## Field gradients at silicon: reading the shape of a p shell

An electric field gradient at a nucleus measures how far the surrounding charge departs from an even spread over directions. Quadrupole spectroscopy reads it at nuclei that have a quadrupole moment. The stable isotopes of silicon have none, so here the gradient is a computed probe of bonding. In the table, $V_{zz}$ is the principal component of largest size; the three components add up to zero. The asymmetry, $(V_{xx}-V_{yy})/V_{zz}$, tells how much the other two differ.

Field gradients and charges at the first Si site of each crystal, computed with Ansatz 0.2.0 using PBEsol and scalar-relativistic frozen-core PAW (datasets made for PBE, 420 eV cutoff), without spin polarisation and at fixed geometry. Vzz is the principal component of largest size, and the asymmetry is (Vxx − Vyy)/Vzz. The outer p electrons are Löwdin populations.

```tsv
compound	space group	site of Si	cell	nearest neighbour	distance (Å)	first-shell neighbours	Vzz (1e21 V/m^2)	asymmetry	Bader charge (e)	outer p electrons (e)
TiSi2	70	16:2	measured cell (COD)	Ti	2.54	10	-3.39	0.27	-0.55	2.79
SiNi	59	2:mm2	Materials Project cell	Ni	2.34	10	-3.13	0.65	0.46	2.89
Si2Mo	139	4:4mm	measured cell (COD)	Si	2.61	10	-1.17	0.00	-0.04	2.69
HfSi	194	2:-6m2	relaxed with PAW	Hf	2.70	6	-1.06	0.00	-1.33	3.05
Si2W	139	4:4mm	Materials Project cell	Si	2.58	10	-0.99	0.00	0.00	2.73
SiC	186	2:3m	measured cell (COD)	C	1.87	4	1.66	0.00	2.76	2.03
SiO2	136	2:mmm	measured cell (COD)	O	1.76	6	1.98	0.56	3.27	1.66
```

### 1. Why is the asymmetry zero in four of the rows?

Symmetry demands it. The silicon sites in SiC, HfSi and the disilicides of molybdenum and tungsten lie on a threefold or fourfold axis. Such an axis makes the two directions across it equivalent, so $V_{xx}=V_{yy}$ whatever the bonding is like. These zeros are therefore the safest entries of the column, and they test no theory of bonding.

### 2. Does the charge on silicon set the gradient?

Over all seven rows it seems to, with a correlation of 0.79 between $V_{zz}$ and the Bader charge. That link comes from two separate groups: five metals with negative gradients, and two insulators with positive gradients and strongly positive silicon. Among the metals alone the correlation is weak and of opposite sign. TiSi$_2$ and SiNi have similar gradients although silicon is negative in one and positive in the other.

The number of outer p electrons does no better among the metals. HfSi has the most, yet its gradient is among the smallest. What matters is how the p electrons are shared among the three directions. The metals and insulators also differ in structure and bonding, so the table does not show that a band gap decides the sign.

### 3. How uneven must the p shell be?

An electron at distance $r$ and angle $\theta$ from the axis contributes $-e(3\cos^2\theta-1)/(4\pi\varepsilon_0r^3)$. The average of $3\cos^2\theta-1$ is $4/5$ for a p orbital along the axis and $-2/5$ for one across it. A surplus $\Delta=n_z-(n_x+n_y)/2$ of p electrons along the axis therefore gives

$$V_{zz}\approx-\frac{4}{5}\,\frac{e\,\langle r^{-3}\rangle}{4\pi\varepsilon_0}\,\Delta .$$

For silicon 3p, $\langle r^{-3}\rangle$ is roughly 2 per cubic bohr, a recalled value. One whole electron would then give about $-16$ in the table's units. SiNi, at $-3.13$, needs $\Delta\approx3.13/16\approx0.2$ out of nearly three p electrons. This is an order of magnitude, because the formula leaves out the charge on other atoms and no direction-resolved populations are available to check it. It does explain why total charge is a poor guide: a slight imbalance is enough.

### 4. Can the neighbours' positions predict the sign?

Bonding p electrons gather towards neighbours. If neighbours lie mostly near the axis, there should be a surplus along it and a negative $V_{zz}$. A simple measure is the alignment, the mean of $3\cos^2\theta-1$ over the first shell. It is zero for an even arrangement and positive when neighbours crowd towards the axis.

In HfSi, six hafnium atoms form a prism around silicon. Each lies a quarter of the cell height, $6.615/4=1.654$ Å, above or below it, at a distance of 2.697 Å. Hence $\cos^2\theta=(1.654/2.697)^2=0.376$, and the alignment is $3\times0.376-1=0.13$. The predicted sign is negative, as calculated.

The two disilicides, with silicon taken at one third of the cell height, give about 0.2 and again the right sign. These three agreements cover only two structures, and the alignment does not reproduce the sizes.

SiO$_2$ shows the limit. This is stishovite, with six oxygen neighbours, not quartz. Counting all six bonds equally leaves the sign undecided; giving the shorter ones more weight predicts a negative gradient, whereas the calculated one is positive. The same test was not made for TiSi$_2$ and SiNi, whose atomic positions are not listed.

### 5. Why does SiC have a gradient at all, with four neighbours?

A regular tetrahedron gives no gradient from its first shell. This cell could hold a nearly regular one, with side bonds of 1.885 Å and an axial bond of 1.893 Å, but the table's nearest distance is 1.87 Å. The atoms also feel forces of 0.75 eV/Å, so they are not at rest at this level of theory.

Two distortions fit the distance. Either the three side bonds are short and the axial bond is stretched to 1.94 Å, or the axial bond is the short one. Only the first removes p electrons from the axis and suits the positive sign. The calculated stress points the same way: the cell is under tension along the axis and compression across it, as a long axial bond and short side bonds would cause. Much of the 1.66 may thus come from the unrelaxed geometry; letting the atoms relax within the cell would test this.

### 6. What would change at another element's nucleus?

In the same SiO$_2$ crystal, the calculation gives a negative gradient at oxygen, over five times the size of silicon's. Theory offers two reasons. Oxygen holds its valence p electrons more tightly than silicon does, so its $\langle r^{-3}\rangle$ is expected to be larger. Oxygen also has three neighbours in a plane, which leaves the p orbital across that plane out of the main bonds and better filled.

A 2p shell alone does not ensure a large gradient: at carbon in SiC it is only 0.24, smaller than at silicon. Silicon's 3p orbital has an inner lobe close to the nucleus, so its $\langle r^{-3}\rangle$ is expected to be similar to that of carbon 2p, although the shell as a whole is wider. Carbon sits among four neighbours in a roughly tetrahedral arrangement, which helps to explain why it falls far below oxygen. It does not explain why carbon falls below silicon, which shares the same bonds; the table leaves that open. A large $\langle r^{-3}\rangle$ magnifies an imbalance but does not create one.

### 7. Which digits can be trusted?

For metals, hardly more than the first. Their gradients can move by 10 % or more with the k mesh. Replacing molybdenum by tungsten changes $V_{zz}$ by 0.18, while a 10 % shift in both values could account for 0.22. The two cells also come from different sources, so this difference should not be read as an effect of the element. TiSi$_2$ and SiNi cannot be ranked against each other either. Three further approximations are untested here: silicon's inner shells are frozen and cannot respond to the gradient, spin-orbit coupling is left out, which matters most for the compounds of molybdenum, hafnium and tungsten, and all rows use PBEsol with datasets made for PBE.

The step between those two and the other three metals is much safer: SiNi exceeds Si$_2$Mo by a factor of 2.7. It belongs to the structures calculated here; for SiNi and HfSi these are not the usual ambient ones.

A sign can be less secure than a size. In SiNi the component of $-3.13$ is followed by one of $+2.58$, a lead of only 18 %. Were the second to overtake the first, $V_{zz}$ would change sign although the charge had barely moved. SiO$_2$ has a similarly narrow lead, so for both compounds the asymmetry must be read together with the sign. The printed analysis below gives all components, the p surpluses and the alignments.

Printed output of the fit:

```
Tensor from Vzz and asymmetry (1e21 V/m^2) and rough p surplus along the axis (electrons):
    row      Vxx     Vyy  lead of Vzz over Vyy in percent  p surplus
  TiSi2    1.237   2.153                             36.5      0.218
   SiNi   0.5477   2.582                             17.5     0.2013
  Si2Mo    0.585   0.585                               50    0.07525
   HfSi     0.53    0.53                               50    0.06818
   Si2W    0.495   0.495                               50    0.06367
    SiC    -0.83   -0.83                               50    -0.1068
   SiO2  -0.4356  -1.544                               22    -0.1273
Rough size of Vzz for one 3p electron along the axis (1e21 V/m^2): 15.55
Correlation of Vzz with Bader charge, all rows: 0.7889
Correlation of Vzz with Bader charge, five metals: -0.2936
Correlation of Vzz with outer p electrons, five metals: -0.03257
Bader charge, SiNi less TiSi2 (e): 1.01
Vzz, SiNi less TiSi2 (1e21 V/m^2): 0.26
Ten percent of both added, SiNi and TiSi2 (1e21 V/m^2): 0.652
Vzz, Si2W less Si2Mo (1e21 V/m^2): 0.18
Ten percent of both added, Si2W and Si2Mo (1e21 V/m^2): 0.216
Ratio of Vzz, SiNi to Si2Mo: 2.675
HfSi, Si-Hf distance from the cell (angstrom): 2.697
HfSi, alignment of neighbours with the axis: 0.1284
Si2Mo, alignment of neighbours with the axis: 0.203
Si2W, alignment of neighbours with the axis: 0.192
SiC, three side bonds at the ideal coordinate (angstrom): 1.885
SiC, axial bond at the ideal coordinate (angstrom): 1.893
SiC, axial bond if the side bonds are the short ones (angstrom): 1.938
SiC, alignment if the side bonds are the short ones: -0.02932
SiC, side bonds if the axial bond is the short one (angstrom): 1.893
SiC, alignment if the axial bond is the short one: 0.01869
SiO2, the two longer bonds (angstrom): 1.808
SiO2, alignment along c: 0.149
SiO2, alignment across c in the plane of the four short bonds: -0.149
```
